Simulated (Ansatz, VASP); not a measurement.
**Cross-check of CuI (Marshite) between VASP and Ansatz**

Wanted: the spread between two codes on one cell, functional and k mesh.

Calculated with Ansatz 0.2.0; plane waves, with VASP 6.6.1 beside it; band structure at LDA, band structure at r2SCAN, DFT+U and band structure at r2SCAN, spin-orbit coupling.

The database entry behind the starting cell differs from later determinations by our own check (about 0.15 % long (mineral sample)), so it need not match the best structure at ambient conditions.

### 1. Set-up

It takes space group F-43m (No. 216, cubic). Conventional cell: a = 6.063 Å, b = 6.063 Å, c = 6.063 Å, α = 90.00°, β = 90.00°, γ = 90.00°. I has 4 Cu at 2.63 Å nearest. Nearest to Cu lie 4 I at 2.63 Å. Farther neighbours and most contacts between anions are not listed.

As a file:

```cif
data_structure
_symmetry_space_group_name_H-M 'P 1'
_symmetry_Int_Tables_number 1
_cell_length_a 4.2872
_cell_length_b 4.2872
_cell_length_c 4.2872
_cell_angle_alpha 60.000
_cell_angle_beta 60.000
_cell_angle_gamma 60.000
_cell_volume 55.72
loop_
_atom_site_label
_atom_site_type_symbol
_atom_site_fract_x
_atom_site_fract_y
_atom_site_fract_z
_atom_site_occupancy
I1 I 0.00000 0.00000 0.00000 1
Cu2 Cu 0.75000 0.75000 0.75000 1
```

### 2. Ansatz: band structure, LDA

Ansatz runs on its default PAW (the set named soft_2) files.

The same path points are solved in both programs, so levels can be compared one by one.

Input file input.yaml:

```yaml
crystal:
  lattice:
    - [0.0, 3.0315, 3.0315]
    - [3.0315, 0.0, 3.0315]
    - [3.0315, 3.0315, 0.0]
  atoms:
    - { symbol: I, position: [0.0, 0.0, 0.0] }
    - { symbol: Cu, position: [0.75, 0.75, 0.75] }
hamiltonian:
  xc: lda
  pseudopotentials: { kind: paw }
kpoints:
  mp_grid: { grid: [6, 6, 6] }
  band_path:
    path:
      - [0.0, 0.0, 0.0]
      - [0.16667, 0.0, 0.16667]
      - [0.33333, 0.0, 0.33333]
      - [0.5, 0.0, 0.5]
      - [0.5, 0.08333, 0.58333]
      - [0.5, 0.19444, 0.69444]
      - [0.5, 0.25, 0.75]
      - [0.45833, 0.29167, 0.75]
      - [0.40278, 0.34722, 0.75]
      - [0.375, 0.375, 0.75]
      - [0.20833, 0.20833, 0.41667]
      - [0.08333, 0.08333, 0.16667]
      - [0.0, 0.0, 0.0]
      - [0.22222, 0.22222, 0.22222]
      - [0.38889, 0.38889, 0.38889]
      - [0.51389, 0.47222, 0.51389]
      - [0.55556, 0.38889, 0.55556]
      - [0.61111, 0.27778, 0.61111]
      - [0.61111, 0.25, 0.63889]
      - [0.56944, 0.25, 0.68056]
      - [0.51389, 0.25, 0.73611]
      - [0.5, 0.27778, 0.72222]
      - [0.5, 0.38889, 0.61111]
      - [0.5, 0.47222, 0.52778]
      - [0.48611, 0.48611, 0.52778]
      - [0.43056, 0.43056, 0.63889]
      - [0.38889, 0.38889, 0.72222]
      - [0.59722, 0.19444, 0.59722]
      - [0.55556, 0.11111, 0.55556]
      - [0.5, 0.0, 0.5]
    npoints: 1
scf:
  occupations: { method: gaussian, width: 0.03 }
  n_extra_bands: 7
output:
  forces: true
  stress: true
  eigenvalues: true
  write_density: true
  write_potential: true
  elf: true
  volumetric_format: npy
```

Command:

```
> ansatz run input.yaml --threads 2 --pin off --max-ram 4608MiB --backend cpu --events-out ev --progress --plain --runs-dir out
```

Numbers of over 12 decimals in the logs are rounded to 6 here.

The program printed:

```text
scf.n_extra_bands = 7 over 18 filled bands (N_el = 36.0): the run solves 25 bands
Engine: ansatz 0.2.0, x86_64-unknown-linux-gnu
Pseudopotentials: kind: paw
Pseudopotential: I, paw, valence charge 17, recommended cutoff 420 eV (normal), I.paw.azcp
Pseudopotential: Cu, paw, valence charge 19, recommended cutoff 420 eV (normal), Cu.paw.azcp
Functional definition: SPW92
  exchange = slater_x
  correlation = pw_c
Crystal: 2 atoms, lattice volume = 55.719 Å³
Basis set: ecut = 420 eV, 1067 PW (Γ)
Bands: 25, of which v1, the nominal top of the filled ones, is band 18 counted from 1 (17 counted from 0)
Symmetry: 24 space group operations
Space group: F-43m (ITA 216), of the structure as read, at distance tolerance 3.8e-5 Å
k-points: 16 of 216 (time reversal used)
Non-local potential: I, projectors of the file, l = 0: 2, l = 1: 2, l = 2: 2, l = 3: 2
Non-local potential: Cu, projectors of the file, l = 0: 3, l = 1: 2, l = 2: 3, l = 3: 1
PAW form: soft (Blöchl's): semilocal exchange-correlation on the pseudo side does not see the compensation charge
PAW frozen core: I, regenerated for the run's functional, and the local potential with it (the file was generated under x = pbe(κ = 0.804, μ = 0.219515), c = pbe(β = 0.066725))
PAW frozen core: Cu, regenerated for the run's functional, and the local potential with it (the file was generated under x = pbe(κ = 0.804, μ = 0.219515), c = pbe(β = 0.066725))
PAW one-centre angular grid: I, 590 points (default); XC on 64 Gauss nodes
PAW one-centre angular grid: Cu, 590 points (default); XC on 64 Gauss nodes
Initial density: superposition of atomic densities (neutral atoms: chi_scale 0, normalization atom), corrected by the library's trained network
Initial wavefunctions: pseudopotential atomic-orbital guess
Functional: x = slater, c = lda
SCF iter   1: F=—  HF=-13911.721743 eV  |F-HF|=—  |Δ(HF+E_count)|=         —  Δρ=1.02e-2  dr2=2.57e-2  ethr=1.77e-3  ⟨swp⟩=6.1  Hψ=1992  notcnv=0  defer=2
preconditioner: auto → none  [insulator: Δε(μ)=0.850 eV  Ē_g=11.012 eV  σ=0.030 eV  W_gap=1.00  n_scr=14 (ndim 8)  ℏωp=21.1 eV  f_vac=0.179  D(μ)=0.00/eV (n_scr^D=0)  ε∞_Penn≈4.7]
SCF iter   2: F=—  HF=-13911.725851 eV  |F-HF|=—  |Δ(HF+E_count)|=   4.11e-3  Δρ=1.07e-2  dr2=4.40e-2  ethr=7.13e-5  ⟨swp⟩=2.7  Hψ=921  notcnv=0  defer=38
SCF iter   3: F=—  HF=-13911.714823 eV  |F-HF|=—  |Δ(HF+E_count)|=   1.10e-2  Δρ=3.10e-3  dr2=2.36e-3  ethr=7.13e-5  ⟨swp⟩=2.1  Hψ=700  notcnv=0  defer=38
SCF iter   4: F=—  HF=-13911.714489 eV  |F-HF|=—  |Δ(HF+E_count)|=   3.34e-4  Δρ=6.41e-4  dr2=9.35e-5  ethr=6.56e-6  ⟨swp⟩=2.0  Hψ=576  notcnv=0  defer=38
SCF iter   5: F=—  HF=-13911.714483 eV  |F-HF|=—  |Δ(HF+E_count)|=   6.39e-6  Δρ=7.43e-5  dr2=2.21e-6  ethr=2.60e-7  ⟨swp⟩=2.0  Hψ=506  notcnv=0  defer=38
SCF iter   6: F=-13911.714482 eV  HF=-13911.714482 eV  |F-HF|=3.82e-11  |Δ(HF+E_count)|=   3.84e-7  Δρ=4.43e-6  dr2=6.31e-9  ethr=2.78e-10  ⟨swp⟩=11.8  Hψ=3164  notcnv=0
SCF 1 converged in 6 iterations: F = -13911.714482 eV  dr2 = 6.31e-9
  greatest PAW one-centre occupation: 1.000 electrons in one spin orbital (limit 2), on the Cu atom at site 1 (counted from 0), in its partial waves of l = 0
NSCF: frozen V_eff on 30 k-points
SCF converged after 6 iterations
Free energy (F): -13911.714482 eV
Harris-Foulkes:  -13911.714482 eV  (|F-HF|=3.82e-11)
Internal energy: -13911.714482 eV  (E = F + TS)
E sigma→0 (E₀):  -13911.714482 eV
Fermi energy:    8.243437 eV
--- Per-component energies (eV) ---
  E_band       = -876.483828
  E_kinetic    = 490.770979
  E_local      = -7630.647072  (includes V_loc(G=0)·N_el)
  E_nonlocal   = 322.333734
  E_hartree    = 3538.477663
  E_xc         = -214.016314
  E_vxc        = -241.151047  (∫ρ·V_xc dr)
  E_paw        = -6265.733194  (= ΣΔE_a)
  E_vpaw       = -894.751865  (= ΣTr[D̂ρ^β])
  E_aug_tail   = 0.000299  (compensation charges beyond the density's cutoff)
  E_ewald      = -4154.131452
  E_core_change = 1.230875  (= ΣΔE_core)
  E_smearing   = -0.000000  (= −TS)
  E_closure    = -0.000000  (closes the sum)
  Σ components = -13911.714482   (vs F -13911.714482, Δ=0.00e0)
--- Forces (eV/Å), atoms counted from 1 ---
  atom   1  I     -0.00000000     0.00000000     0.00000000
  atom   2  Cu     0.00000000     0.00000000    -0.00000000
  max |Σ_I F_I| component: 2.31e-17 eV/Å
--- Stress (GPa, compression-positive) ---
       -4.404316      -0.000000      -0.000000
       -0.000000      -4.404316       0.000000
        0.000000       0.000000      -4.404316
  P = ⅓ Tr σ = -4.4043 GPa (-44.043 kbar)
--- Band table (eV; the first three rows and the last of 16) ---
  k-point 0: bands = [... 14 lower, 5.8664, 7.7746, 7.7746, 7.7746, 8.7112, 12.6462, 12.6462, 12.6462, ... 3 higher]
  k-point 1: bands = [... 14 lower, 5.8575, 6.8607, 7.5773, 7.5773, 9.6914, 12.5857, 12.9940, 12.9940, ... 3 higher]
  k-point 2: bands = [... 14 lower, 5.8680, 6.1643, 7.2242, 7.2242, 9.8925, 13.2522, 13.2522, 14.0637, ... 3 higher]
  k-point 15: bands = [... 14 lower, 5.8246, 5.9476, 6.1422, 6.4328, 11.5520, 11.6335, 14.8040, 14.8570, ... 3 higher]
```

The job ended after 1.2 s (2 threads of Intel Xeon 6975P-C (Granite Rapids), shared host; peak memory 0.39 GiB).

### 3. VASP: band structure, LDA

The same cell, functional (in two slightly different forms), mesh and smearing now go to VASP, with its own data sets and cutoff.

Lines of VASP's logs that name or quote its potential files are left out, and so is its time.

Input file INCAR:

```
SYSTEM = CuI
PREC = Accurate
ENCUT = 350
EDIFF = 1E-06
NELM = 100
ISMEAR = 0
SIGMA = 0.03
LREAL = .FALSE.
ALGO = Normal
GGA = CA
NBANDS = 21
LORBIT = 11
LWAVE = .FALSE.
LCHARG = .FALSE.
KPAR = 4
```

Input file POSCAR:

```
CuI
1.0
    0.0000000000      3.0315000000      3.0315000000
    3.0315000000      0.0000000000      3.0315000000
    3.0315000000      3.0315000000      0.0000000000
I Cu
1 1
Direct
    0.0000000000      0.0000000000      0.0000000000
    0.7500000000      0.7500000000      0.7500000000
```

Input file KPOINTS:

```
Automatic mesh
0
Gamma
6 6 6
0 0 0
```

Input file KPOINTS_OPT:

```
Line mode
10
Line-mode
Reciprocal
  0.00000000   0.00000000   0.00000000 GAMMA
  0.50000000   0.00000000   0.50000000 X

  0.50000000   0.00000000   0.50000000 X
  0.50000000   0.25000000   0.75000000 W

  0.50000000   0.25000000   0.75000000 W
  0.37500000   0.37500000   0.75000000 K

  0.37500000   0.37500000   0.75000000 K
  0.00000000   0.00000000   0.00000000 GAMMA

  0.00000000   0.00000000   0.00000000 GAMMA
  0.50000000   0.50000000   0.50000000 L

  0.50000000   0.50000000   0.50000000 L
  0.62500000   0.25000000   0.62500000 U

  0.62500000   0.25000000   0.62500000 U
  0.50000000   0.25000000   0.75000000 W

  0.50000000   0.25000000   0.75000000 W
  0.50000000   0.50000000   0.50000000 L

  0.50000000   0.50000000   0.50000000 L
  0.37500000   0.37500000   0.75000000 K

  0.62500000   0.25000000   0.62500000 U
  0.50000000   0.00000000   0.50000000 X
```

PAW data sets: I and Cu (LDA family, release 64).

Command:

```
> mpirun -np 4 vasp_std
```

The program printed:

```text
[banner, memory and clock lines left out]
running    4 mpi-ranks, on    1 nodes
 distrk:  each k-point on    1 cores,    4 groups
 distr:  one band on    1 cores,    1 groups

 POSCAR found type information on POSCAR I Cu
 POSCAR found :  2 types and       2 ions
 LDA part: xc-table for (Slater(with rela. corr.)+CA(PZ))
 , standard interpolation
 POSCAR, INCAR and KPOINTS ok, starting setup
 FFT: planning ... GRIDC
 FFT: planning ... GRID_SOFT
 FFT: planning ... GRID
 WAVECAR not read
 entering main loop
       N       E                     dE             d eps       ncg     rms          rms(c)
DAV:   1     0.866750677718E+02    0.86675E+02   -0.55788E+03   680   0.670E+02
DAV:   2    -0.249315926067E+00   -0.86924E+02   -0.75623E+02   727   0.174E+02
DAV:   3    -0.699639042445E+01   -0.67471E+01   -0.66185E+01   825   0.524E+01
DAV:   4    -0.717079262944E+01   -0.17440E+00   -0.17415E+00   816   0.744E+00
DAV:   5    -0.717957924496E+01   -0.87866E-02   -0.87858E-02  1000   0.193E+00    0.550E+00
DAV:   6    -0.709409547850E+01    0.85484E-01   -0.22293E+00   797   0.356E+01    0.354E+00
DAV:   7    -0.692608353639E+01    0.16801E+00   -0.56518E-01   802   0.219E+01    0.171E+00
DAV:   8    -0.692247393418E+01    0.36096E-02   -0.27507E-02  1026   0.189E+00    0.395E-01
DAV:   9    -0.692046432835E+01    0.20096E-02   -0.36641E-03   834   0.154E+00    0.220E-01
DAV:  10    -0.692040235410E+01    0.61974E-04   -0.35026E-04  1068   0.186E-01    0.787E-02
DAV:  11    -0.692032197158E+01    0.80383E-04   -0.36715E-04   803   0.514E-01    0.285E-02
DAV:  12    -0.692032110181E+01    0.86977E-06   -0.40652E-05  1034   0.780E-02    0.265E-02
DAV:  13    -0.692032011114E+01    0.99067E-06   -0.23413E-06  1010   0.263E-02
   1 F= -.69203201E+01 E0= -.69203201E+01  d E =-.150469E-24
 Start KPOINTS_OPT (optional k-point list driver)
k-point batch [1-16\100]
       N       E                     dE             ncg
DAV:   1     0.170536945468E+04   -0.38875E+04      680
DAV:   2     0.256002400486E+03   -0.14494E+04      727
DAV:   3     0.140372730322E+03   -0.11563E+03      846
DAV:   4     0.137384066045E+03   -0.29887E+01      837
DAV:   5     0.137243674518E+03   -0.14039E+00      968
DAV:   6     0.137241033509E+03   -0.26410E-02      898
DAV:   7     0.137240994264E+03   -0.39245E-04      953
DAV:   8     0.137240994049E+03   -0.21566E-06      621
[...]
k-point batch [97-100\100]
       N       E                     dE             ncg
DAV:   1     0.646460214044E+04   -0.15372E+04      176
DAV:   2     0.611909777393E+04   -0.34550E+03      173
DAV:   3     0.609442389850E+04   -0.24674E+02      235
DAV:   4     0.609384416093E+04   -0.57974E+00      217
DAV:   5     0.609382496389E+04   -0.19197E-01      227
DAV:   6     0.609382388537E+04   -0.10785E-02      218
DAV:   7     0.609382388019E+04   -0.51875E-05      222
DAV:   8     0.609382388013E+04   -0.58458E-07      161
```

OUTCAR, selected parts (step 3):

```text
ion  position               nearest neighbor table
   1  0.000  0.000  0.000-   2 2.63   2 2.63   2 2.63   2 2.63
   2  0.750  0.750  0.750-   1 2.63   1 2.63   1 2.63   1 2.63

  LATTYP: Found a face centered cubic cell.
 ALAT       =     6.0630000000

 Subroutine GETGRP returns: Found 24 space group operations
 (whereof 24 operations were pure point group operations)

The static configuration has the point symmetry T_d .

 Found     16 irreducible k-points:

   k-points           NKPTS =     16   k-points in BZ     NKDIM =     16   number of bands    NBANDS=     21

   dimension x,y,z NGX =    28 NGY =   28 NGZ =   28
   dimension x,y,z NGXF=    56 NGYF=   56 NGZF=   56

   ENCUT  =  350.0 eV  25.72 Ry    5.07 a.u.   6.54  6.54  6.54*2*pi/ulx,y,z

   NELECT =      18.0000    total number of electrons

 k-points in reciprocal lattice and weights: Automatic mesh
   0.00000000  0.00000000  0.00000000       0.005
   0.16666667  0.00000000  0.00000000       0.037
   0.33333333  0.00000000  0.00000000       0.037
   0.50000000  0.00000000  0.00000000       0.019
   0.16666667  0.16666667  0.00000000       0.028
   0.33333333  0.16666667  0.00000000       0.111
   0.50000000  0.16666667  0.00000000       0.111
  -0.33333333  0.16666667  0.00000000       0.111
  -0.16666667  0.16666667  0.00000000       0.056
[...]
-0.33333333  0.33333333  0.16666667       0.111
  -0.33333333  0.50000000  0.16666667       0.056

 average (electrostatic) potential at core
       1 -93.0288       2 -66.8220

 E-fermi :   4.3790

 k-point     1 :       0.0000    0.0000    0.0000
  band No.  band energies     occupation
    ...
      5       2.2515      2.00000
      6       2.2515      2.00000
      7       4.1694      2.00000
      8       4.1694      2.00000
      9       4.1694      2.00000
     10       5.1605      0.00000
     11       9.0314      0.00000
     12       9.0314      0.00000
     13       9.0314      0.00000
     14      12.1462      0.00000
    ...

 k-point     2 :       0.1667    0.0000    0.0000
  band No.  band energies     occupation
    ...
      5       2.2426      2.00000
      6       2.2426      2.00000
      7       3.2543      2.00000
      8       3.9717      2.00000
      9       3.9717      2.00000
     10       6.1314      0.00000
     11       8.9832      0.00000
     12       9.3779      0.00000
     13       9.3779      0.00000
     14      12.9330      0.00000
    ...

 k-point     3 :       0.3333    0.0000    0.0000
  band No.  band energies     occupation
    ...
      5       2.2529      2.00000
      6       2.2529      2.00000
      7       2.5502      2.00000
      8       3.6179      2.00000
      9       3.6179      2.00000
     10       6.3227      0.00000
     11       9.6322      0.00000
     12       9.6322      0.00000
     13      10.4753      0.00000
     14      12.6587      0.00000
    ...

  Total       -1.4787313     -1.4787313     -1.4787313      0.0000000      0.0000000     -0.0000000
  in kB      -42.5203811    -42.5203811    -42.5203811      0.0000000      0.0000000     -0.0000000
  external PRESSURE =     -42.5203811 kB  Pullay stress =       0.0000000 kB

  energy-cutoff  :      350.00
  volume of cell :       55.72
      direct lattice vectors                 reciprocal lattice vectors
     0.000000000  3.031500000  3.031500000    -0.164934851  0.164934851  0.164934851
     3.031500000  0.000000000  3.031500000     0.164934851 -0.164934851  0.164934851
     3.031500000  3.031500000  0.000000000     0.164934851  0.164934851 -0.164934851

 POSITION                                       TOTAL-FORCE (eV/Angst)
 -----------------------------------------------------------------------------------
      0.00000      0.00000      0.00000         0.000000     -0.000000      0.000000
      4.54725      4.54725      4.54725        -0.000000      0.000000     -0.000000
 -----------------------------------------------------------------------------------
    total drift:                               -0.000001     -0.000001     -0.000001

  FREE ENERGIE OF THE ION-ELECTRON SYSTEM (eV)
  ---------------------------------------------------
  free  energy   TOTEN  =        -6.9203201111 eV

  energy  without entropy=       -6.9203201111  energy(sigma->0) =       -6.92032011

 total charge
# of ion       s       p       d       tot
------------------------------------------
    1        1.497   2.747   0.052   4.296
    2        0.336   0.265   9.330   9.931
--------------------------------------------------
tot          1.833   3.013   9.382  14.228

[... 3 further parts left out ...]
```

The run ends at a pressure of -4.25 GPa.

### 4. Comparison

Known differences besides the potentials themselves: the two LDA forms differ slightly; the data sets hold 36 valence electrons in Ansatz (default PAW (the set named soft_2) files) and 18 in VASP; the cutoff is 420 eV in Ansatz and 350 eV in VASP; VASP's log shows a relativistic correction to its local exchange, Ansatz's none. Total energies have different zeros and are not compared.

Compared:

| quantity | Ansatz | VASP | difference |
| --- | --- | --- | --- |
| pressure (GPa) | -4.40 | -4.25 | -0.15 |
| gap over the path points (eV) | 0.937 | 0.991 | -0.054 |

Levels at points of the path, from each program's valence-band top (eV; 4 filled, then empty):

| k (reciprocal lattice) | Ansatz | VASP |
| --- | --- | --- |
| 0.000 0.000 0.000 | -1.91 0.00 0.00 0.00 0.94 4.87 4.87 | -1.92 0.00 0.00 0.00 0.99 4.86 4.86 |
| 0.167 0.000 0.167 | -1.89 -0.81 -0.50 -0.50 2.49 3.84 5.82 | -1.90 -0.81 -0.50 -0.50 2.53 3.84 5.80 |
| 0.333 0.000 0.333 | -1.84 -1.44 -1.24 -1.24 2.85 3.21 7.44 | -1.85 -1.45 -1.25 -1.25 2.85 3.23 7.45 |
| 0.500 0.000 0.500 | -1.85 -1.82 -1.54 -1.54 2.61 2.84 9.00 | -1.86 -1.83 -1.55 -1.55 2.62 2.85 9.03 |
| 0.500 0.083 0.583 | -1.90 -1.83 -1.57 -1.45 2.93 3.12 8.30 | -1.91 -1.84 -1.58 -1.46 2.94 3.13 8.30 |
| 0.500 0.194 0.694 | -1.95 -1.83 -1.65 -1.32 4.12 4.13 6.53 | -1.96 -1.84 -1.66 -1.33 4.12 4.15 6.53 |
| 0.500 0.250 0.750 | -1.96 -1.83 -1.66 -1.30 4.45 4.59 5.94 | -1.96 -1.84 -1.67 -1.31 4.48 4.58 5.95 |
| 0.458 0.292 0.750 | -1.92 -1.81 -1.64 -1.30 3.96 4.59 6.27 | -1.93 -1.82 -1.66 -1.31 3.97 4.60 6.27 |
| 0.403 0.347 0.750 | -1.89 -1.77 -1.58 -1.28 3.14 4.57 7.24 | -1.90 -1.78 -1.59 -1.29 3.15 4.58 7.23 |
| 0.375 0.375 0.750 | -1.88 -1.77 -1.56 -1.28 3.01 4.56 7.45 | -1.89 -1.78 -1.57 -1.29 3.02 4.57 7.43 |

Among the levels compared at these points, filled levels agree within 11 meV and empty ones within 54 meV. Ansatz's pressure holds a Pulay correction of 0.05 GPa; VASP's holds none.

[end of part 1 of 2]

[Lines on the potential files, build, host, timing and source positions are cut from VASP's logs without a mark.]

[Logs are printed without paths, hosts, clocks, repeated set-up lines and the standing remarks that a program may print on its own settings, such as how far it seeks lower states.]

[Hosts, paths, dates, database ids (printed as entryN), source tags and the programs' standing remarks are cut or masked in the printed files.]
